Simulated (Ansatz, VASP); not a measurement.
**NaF in VASP and in Ansatz**

The input POSCAR:

```
NaF
1.0
    3.8289928087      0.0000000000      0.0000000000
   -1.9144964044      3.3160050433      0.0000000000
    0.0000000000      0.0000000000      4.5054347160
Na F
2 2
Direct
    0.3333333333      0.6666666667      0.2500000000
    0.6666666667      0.3333333333      0.7500000000
    0.6666666667      0.3333333333      0.2500000000
    0.3333333333      0.6666666667      0.7500000000
```

INCAR.step1

```
SYSTEM = NaF
  PREC = Accurate
  ENCUT = 520
  ISMEAR = 0
  SIGMA = 0.01
  LREAL = .False.
  LASPH = .True.
  NELM = 80
  NBANDS = 22
  GGA = PE
  ALGO = Normal
  EDIFF = 1E-4
  LWAVE = .True.
  LCHARG = .False.
```

Contents of INCAR.step2:

```
SYSTEM = NaF
  PREC = Accurate
  ENCUT = 520
  EDIFF = 1E-6
  ISMEAR = 0
  SIGMA = 0.01
  LREAL = .False.
  LASPH = .True.
  NELM = 80
  ALGO = Normal
  ISIF = 2
  LWAVE = .False.
  LCHARG = .False.
  METAGGA = R2SCAN
  LMIXTAU = .True.
  NBANDS = 22
  ISTART = 1
```

The input KPOINTS:

```
Automatic mesh
0
Gamma
  6 6 6
  0 0 0
```

Input for Ansatz:

```yaml
crystal:
  lattice:
    - [3.8289928087, 0.0, 0.0]
    - [-1.9144964044, 3.3160050433, 0.0]
    - [0.0, 0.0, 4.505434716]
  atoms:
    - { symbol: Na, position: [0.3333333333, 0.6666666667, 0.25] }
    - { symbol: Na, position: [0.6666666667, 0.3333333333, 0.75] }
    - { symbol: F, position: [0.6666666667, 0.3333333333, 0.25] }
    - { symbol: F, position: [0.3333333333, 0.6666666667, 0.75] }
kpoints:
  mp_grid: { grid: [6, 6, 6] }
hamiltonian:
  xc: r2scan
scf:
  occupations: { method: fixed }
  n_extra_bands: 5
output:
  forces: true
  stress: true
  eigenvalues: true
```

Alike in both runs: task single point; functional r2SCAN; k mesh 6 × 6 × 6; no spin polarisation.

|  | VASP | Ansatz |
| --- | --- | --- |
| version | VASP 6.6.1 | Ansatz 0.2.0 |
| potentials or method | VASP PAW PBE potentials, release 64 (Na_pv, F) | plane waves, PAW |
| plane-wave cutoff (eV) | 520 | 500 |
| occupations | gaussian, width 0.01 eV | fixed |
| valence electrons in the cell | 28 | 32 |

|  | VASP | Ansatz | Ansatz less VASP |
| --- | --- | --- | --- |
| gap on the k mesh at the Fermi level (eV) | 6.45 | 6.43 | -0.014 |
| pressure (GPa) | 1.2 | 1.4 | +0.27 |
| largest component of the traceless stress (GPa) | 0.08 | 0.16 | +0.081 |

The two sets of potentials don't hold the same shells in valence.

Caveats: the PAW data sets were made with another functional, which shifts forces and pressure a little (VASP). A k mesh can miss the band edges. r2SCAN opens gaps a little over a GGA but as a rule still falls short of measured ones.
